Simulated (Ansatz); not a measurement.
Mo:

```
Mo
1.0
    -1.58381    1.58381    1.58381
     1.58381   -1.58381    1.58381
     1.58381    1.58381   -1.58381
Mo
1
Direct
  0.00000 0.00000 0.00000
```

Base run:

| Quantity | Value |
| --- | --- |
| Program | Ansatz 0.2.0 |
| Functional | PBEsol |
| Potentials or basis | Ansatz PAW |
| Cutoff | 420 eV (not typed: the program's choice for these potentials) |
| k mesh | 12 × 12 × 12 |
| Occupations | fermi-dirac, width 0.05 eV |
| Spin | no spin polarisation |

Its results: band gap on the k mesh none (metal or under the smearing width); pressure -9.6 GPa.

Problem. After a change of settings the same cell gave: band gap on the k mesh none (metal or under the smearing width); pressure -8.8 GPa. Which change was it?
A. functional from PBEsol to BLYP; k mesh from 12 × 12 × 12 to 7 × 7 × 7
B. functional from PBEsol to r2SCAN; cutoff from 420 eV (not typed: the program's choice for these potentials) to 500 eV (not typed: the program's choice for these potentials); k mesh from 12 × 12 × 12 to 7 × 7 × 7
C. functional from PBEsol to RPBE; k mesh from 12 × 12 × 12 to 7 × 7 × 7
D. k mesh from 12 × 12 × 12 to 7 × 7 × 7

Solution. D.

Caveats: some runs use coarse meshes; the PAW data sets come from PBE, with cores solved anew for the run's functional, which leaves a small shift of forces and pressure.

Runs at the PBE level aren't shown here.
